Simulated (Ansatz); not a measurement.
Runs of Ansatz 0.2.0 on SiC (Moissanite). It takes space group P6_3mc (No. 186, hexagonal). Conventional cell: a = 3.076 Å, b = 3.076 Å, c = 5.048 Å, α = 90.00°, β = 90.00°, γ = 120.00°. Si (site symmetry 3m) has 4 C at 1.87 to 1.94 Å as nearest neighbours. C (site symmetry 3m) is surrounded by 4 Si at 1.87 to 1.94 Å. 

```tsv
task	level	cell	k mesh	smearing	points for each segment of the path	gap on the mesh (eV)	pressure (GPa)	relaxed volume (Å³/atom)
phonons	LDA	as given	7 × 7 × 4	fixed	-	(b)	-	-
band structure	BLYP	as given	10 × 10 × 5	fermi-dirac 0.05 eV	14	2.82	8.2	-
relaxation of cell and atoms	BLYP+D4	relaxed	10 × 10 × 5	fermi-dirac 0.05 eV	-	(a)	0.0	10.30
relaxation of cell and atoms	BLYP+D3(BJ)	relaxed	10 × 10 × 5	fermi-dirac 0.05 eV	-	2.75	0.0	10.24
Born charges and dielectric tensor	LDA	as given	10 × 10 × 5	fixed	-	2.37	-	-
```

Alike in all rows: potentials or basis Ansatz PAW; no spin polarisation; cutoff (eV) 420.

Q: Fill in the values left out.

A: (a) 2.76; (b) 2.53.

Caveats: the PAW data sets come from PBE, with cores solved anew for the run's functional, which leaves a small shift of forces and pressure; odd divisions of the mesh miss points on the zone boundary, where band edges often lie, so the gap on the mesh can be too wide (some runs); the plane-wave basis is chosen anew once the cell has moved, so the energies of steps on either side of that aren't comparable (some runs); the k mesh misses the band edges, so the gap on the mesh is wider than the one along the path (some runs).

Runs at the PBE level aren't shown here.
